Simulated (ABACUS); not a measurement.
The system is Os.

```
Os
1.0
     0.00000    1.94500    1.94500
     1.94500    0.00000    1.94500
     1.94500    1.94500    0.00000
Os
1
Cartesian
  0.0000 0.0000 0.0000
```

This isn't the form of Os at room conditions, which is hcp.

Base run:

```yaml
Program: ABACUS 3.10.1
Functional: PBE
Potentials_or_basis: PseudoDojo NC SR 0.4.1 PBE standard
Cutoff: 1361 eV
Density_cutoff: 5442 eV
Basis: TZDP LCAO (the cutoffs set its grid)
k_mesh: 12 × 12 × 12
Occupations: fermi-dirac, width 0.05 eV
Spin: no spin polarisation
```

Its results: band gap on the k mesh none (metal or under the smearing width); pressure -10.0 GPa.

**Question.** The run is repeated on the same cell with these changes: basis from TZDP LCAO (the cutoffs set its grid) to DZP LCAO (the cutoffs set its grid); orbital files from Os Os_confined-atom_7au_4s3p3d1f.orb to Os Os_confined-atom_7au_3s2p2d1f.orb. What comes out?

**Answer.** Band gap on the k mesh none (metal or under the smearing width); pressure -9.0 GPa.

Caveats: the atomic orbitals were generated for these runs and aren't a published set; the basis of atomic orbitals isn't converged, which shifts pressures, moduli and gaps.
